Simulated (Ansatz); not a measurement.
Mn (hcp): energy against volume

Computed with Ansatz, DFT, PBE, plane waves (420 eV) with PAW, scalar-relativistic.

The cell is scaled uniformly from the relaxed one, with fractional coordinates and shape fixed. Energies are extrapolated to zero smearing, pressures are those at the given smearing. Magnetic state: non-magnetic.

A Birch-Murnaghan fit gives V₀ = 10.70 Å³/atom, B₀ = 282 GPa, B₀′ = 4.4.

Q: What are the energy above the minimum and the pressure at 9.848 Å³/atom?

A: 69.4 meV/atom and 28.23 GPa as computed.

Q: What are the energy above the minimum and the pressure at 11.561 Å³/atom?

A: 52.8 meV/atom and -18.24 GPa as computed.

Q: What are the energy above the minimum and the pressure at 11.989 Å³/atom?

A: 111.0 meV/atom and -24.77 GPa as computed.
